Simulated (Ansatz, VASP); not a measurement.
**PtSe2: VASP beside Ansatz**

File INCAR:

```
SYSTEM = PtSe2
PREC = Accurate
ENCUT = 520
EDIFF = 1E-6
ISMEAR = 0
SIGMA = 0.15
LREAL = .False.
LASPH = .True.
NELM = 80
ALGO = Normal
ISIF = 2
LWAVE = .False.
LCHARG = .False.
GGA = PE
IVDW = 12
NBANDS = 18
```

File KPOINTS:

```
regular mesh
0
Gamma
  12 12 8
  0 0 0
```

The input POSCAR:

```
PtSe2
1.0
    3.8778354291      0.0000000000      0.0000000000
   -1.9389177145      3.3583039933      0.0000000000
    0.0000000000      0.0000000000      4.5611100317
Pt Se
1 2
Direct
    0.0000000000      0.0000000000      0.0000000000
    0.3333333333      0.6666666667      0.2969401033
    0.6666666667      0.3333333333      0.7030598967
```

Input for Ansatz:

```yaml
crystal:
  lattice:
    - [3.8778354291, 0.0, 0.0]
    - [-1.9389177145, 3.3583039933, 0.0]
    - [0.0, 0.0, 4.5611100317]
  atoms:
    - { symbol: Pt, position: [0.0, 0.0, 0.0] }
    - { symbol: Se, position: [0.3333333333, 0.6666666667, 0.2969401033] }
    - { symbol: Se, position: [0.6666666667, 0.3333333333, 0.7030598967] }
basis:
  ecutwfc: 420
kpoints:
  mp_grid: { grid: [12, 12, 8] }
hamiltonian:
  xc: pbe
  pseudopotentials: { kind: paw, azcp: { folder: soft_1 } }
  dispersion: d3bj
scf:
  occupations: { method: gaussian, width: 0.15 }
output:
  forces: true
  stress: true
  eigenvalues: true
```

Alike in both runs: task single point; functional PBE; dispersion D3(BJ); k mesh 12 × 12 × 8; occupations gaussian, width 0.15 eV; no spin polarisation.

```csv
,VASP,Ansatz
version,VASP 6.6.1,Ansatz 0.2.0
potentials or method,"VASP PAW PBE potentials, release 64 (Pt, Se)","scalar-relativistic, plane waves, PAW"
plane-wave cutoff (eV),520,420
valence electrons in the cell,22,50
```

```tsv
	VASP	Ansatz	Ansatz less VASP
gap on the k mesh at the Fermi level (eV)	none	none	-
pressure (GPa)	-7.3	-7.3	+0.04
largest component of the traceless stress (GPa)	3.19	3.18	-0.007
rms of the force components (eV/Å)	0.720	0.722	+0.0024
```

Atom by atom the forces differ by 0.002 eV/Å (rms over components). A gap of «none» marks a metal or a gap that the smearing closes. The two sets of potentials don't hold the same shells in valence.

Caveats: pairwise dispersion overbinds metals, which lowers pressure and volume; forces of over 1 eV/Å show positions far from the minimum, so gaps and moduli don't describe the material at rest. Spin-orbit coupling is left out, which matters for the levels of Pt.
